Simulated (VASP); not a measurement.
Data:

```xyz
4
Lattice="1.7930 -3.1056 0.0000 1.7930 3.1056 0.0000 0.0000 0.0000 5.7834" Properties=species:S:1:pos:R:3 pbc="T T T"
In     1.7930    -1.0352     2.8908
In     1.7930     1.0352     5.7825
N      1.7930    -1.0352     5.0845
N      1.7930     1.0352     2.1928
```

Calculation: PBE GGA, VASP's PBE PAW potentials (set 64) (plane waves; VASP). Run with 520 eV cut-off, 9×9×5 Γ-centred mesh, first-order Methfessel-Paxton smearing of 0.10 eV, potentials In_d N.

Unless said otherwise, spin-orbit coupling is left out, though it shifts the bands of the heavy elements here.

**Question.** What does the run give for the energy per atom (σ→0), band gap (on the k-mesh) with the smallest direct gap where there is one?

**Answer.** 
```
Quantity                                                     Value
------------------------  ----------------------------------------
band gap (on the k-mesh)  none (metal, semimetal or under 0.01 eV)
energy per atom (σ→0)                               -5.353 eV/atom
```

The absolute energy has meaning only against runs of the same code, potentials and settings.

The compound is InN in the wurtzite structure. It was relaxed first. The start is the result of an earlier pass.
